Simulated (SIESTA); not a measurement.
# KF (Carobbiite) under changes of volume

One of the cells (19.074 Å³/atom); the others are scaled copies at fixed shape and fractional positions:

```
K F
1.0
     0.00000    2.67185    2.67185
     2.67185    0.00000    2.67185
     2.67185    2.67185    0.00000
K F
1 1
Direct
  0.00000 0.00000 0.00000
  0.50000 0.50000 0.50000
```

```yaml
Program: SIESTA 5.4.2
Functional: LDA
Potentials_or_basis: PseudoDojo 0.4 standard (LDA files)
Basis: DZP (energy shift 0.003 Ry; two zetas on semicore shells; d shell added on K)
Grid_cutoff: 800 Ry
Energy_shift: 0.003 Ry
k_mesh: 9 × 9 × 9
Occupations: fermi-dirac, width 0.05 eV
Spin: no spin polarisation
```

```tsv
volume (Å³/atom)	energy over the lowest point (meV/atom)	pressure (GPa)	gap on the mesh (eV)
17.929	0.00	-2.1	6.11
18.311	5.97	-2.9	6.00
18.692	?	?	?
19.074	22.99	-4.2	5.78
19.455	33.50	-4.7	5.68
19.837	45.15	-5.1	5.58
20.218	57.84	-5.5	5.49
```

Q: What does the run at 18.692 Å³/atom give?

A: Energy over the lowest point 13.72 meV/atom; pressure -3.6 GPa; gap on the mesh 5.88 eV.

Worked out: A Birch-Murnaghan fit of order 3 (a polynomial in V^(-2/3)) to the other rows has no minimum within the range. It gives 13.71 meV/atom at 18.692 Å³/atom, against the run's 13.72, and -dE/dV = -3.6 GPa, against -3.6. A straight line through the other rows of the gap, of slope -5.19 eV per unit of ln V (its deformation potential), gives 5.89 eV, against the run's 5.88.

Energies are extrapolated to zero smearing.

Caveats: an odd mesh through Γ misses points on the zone boundary, where band edges often lie; the basis of atomic orbitals isn't converged, which shifts pressures, moduli and gaps.
